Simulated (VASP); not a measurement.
Crystal: SnO.

```xyz
2
Lattice="0.0000 2.6113 2.4699 2.6113 0.0000 2.4699 2.6113 2.6113 0.0000" Properties=species:S:1:pos:R:3 pbc="T T T"
Sn    0.0000    0.0000    0.0000
O     2.6113    2.6113    2.4699
```

The cell was built by a generator and needn't be a form met in nature.

The cell isn't the ideal one: epitaxial_xy strain +2.9%.

Base run:

| Item | Value |
| --- | --- |
| Program | VASP 6.6.1 |
| Functional | r2SCAN |
| Potentials or basis | VASP PAW PBE potentials, release 64 (Sn_d, O) |
| Cutoff | 520 eV |
| k mesh | 8 × 8 × 8 |
| Occupations | fermi-dirac, width 0.02 eV |
| Spin | no spin polarisation |

Its results: band gap on the k mesh 0.88 eV, indirect (least direct gap 0.88 eV); pressure -2.4 GPa.

**Question.** The run is repeated on the same cell with these changes: functional from r2SCAN to PBE; further incar settings from ALGO = Normal; EDIFF = 1e-07; NBANDS = 17 to ALGO = Normal; EDIFF = 1e-06; NBANDS = 17. What comes out?

**Answer.** Band gap on the k mesh 0.75 eV, indirect (least direct gap 0.82 eV); pressure -0.2 GPa.

Caveats: spin-orbit coupling is left out, which moves the levels of the heavy elements; the PAW data sets were made with another functional, which shifts forces and pressure a little (some runs).

A k mesh can miss the band edges.
